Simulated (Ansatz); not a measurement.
This CoSi structure is the end of a relaxation. It was relaxed at this level from a cell as deposited in COD.

Method: Ansatz 0.2.0, DFT PBE, scalar-relativistic, plane waves, PAW. Cutoff 420 eV, Γ-centred mesh, Gaussian smearing, no spin polarisation.

```
Co Si
1.0
     4.43084    0.00000    0.00000
     0.00000    4.43084    0.00000
     0.00000    0.00000    4.43084
Co Si
4 4
Direct
  0.14502 0.14502 0.14502
  0.35498 0.85498 0.64502
  0.64502 0.35498 0.85498
  0.85498 0.64502 0.35498
  0.84316 0.84316 0.84316
  0.65684 0.15684 0.34316
  0.34316 0.65684 0.15684
  0.15684 0.34316 0.65684
```

The zero of energy is the elements' standard structures at the same level; no fitted shifts are applied.

(1) Find its symmetry and describe it.

(2) What is its formation energy per atom?

(3) Is it a metal?

Results:

(1) P2_13 (No. 198), the FeSi (B20) type. Conventional cell: a = 4.431 Å. Co has 7 Si at 2.32–2.43 Å and 6 Co at 2.72 Å; around Si lie 7 Co at 2.32–2.43 Å and 6 Si at 2.74 Å.

(2) −0.61 eV/atom. A negative formation energy is needed for stability but isn't enough: competing phases decide.

(3) There is no gap on the 8×8×8 mesh, but valence and conduction bands overlap by only 0.21 eV, so at this level it is a semimetal.

The last run used an 8×8×8 mesh for its 8-atom cell and Gaussian smearing of 0.10 eV. The zero gap may come from the functional, which often closes small gaps, or the cell may be a true semimetal. Trial moments died out on the coarse mesh, so the last step has no spin; another magnetic start might hold. A later test with randomly moved atoms came back to the same energy, though modes that don't fit the test's cell weren't probed.
